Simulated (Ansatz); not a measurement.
Nb:

```xyz
1
Lattice="-1.6640 1.6640 1.6640 1.6640 -1.6640 1.6640 1.6640 1.6640 -1.6640" Properties=species:S:1:pos:R:3 pbc="T T T"
Nb    0.0000    0.0000    0.0000
```

```yaml
Program: Ansatz 0.2.0
Task: relaxation of cell and atoms
Functional: HSEsol
Potentials_or_basis: Ansatz PAW
Cutoff: "420 eV (not typed: the program's choice for these potentials)"
k_mesh: 6 × 6 × 6
Occupations: fermi-dirac, width 0.05 eV
Spin: no spin polarisation
```

At the start: volume 18.43 Å³/atom.

Q: How do energy, volume and symmetry change on relaxing?

A: It ends after 6 steps and the volume is 17.05 Å³/atom (-7.5 %); space group Im-3m (No. 229, to 0.05 Å).

The path:
```tsv
step	energy change (eV)	largest force (eV/Å)	volume (Å³)
1	0.0000	0.0000	18.43
2	-0.0030	0.0000	15.86
3	-0.0586	0.0000	17.17
4	-0.0592	0.0000	17.06
5	-0.0592	0.0000	17.05
6	-0.0590	0.0000	17.05
```

Final structure:
```
CELL_PARAMETERS angstrom
-1.62132 1.62132 1.62132
1.62132 -1.62132 1.62132
1.62132 1.62132 -1.62132
ATOMIC_POSITIONS crystal
Nb 0.00000 0.00000 0.00000
```

Caveat: the k mesh is coarse (spacing up to 0.45 Å⁻¹), so the values aren't converged, least of all with exact exchange; the plane-wave basis is chosen anew once the cell has moved, so the energies of steps on either side of that aren't comparable; the PAW data sets come from PBE, with cores solved anew for the run's functional, which leaves a small shift of forces and pressure.
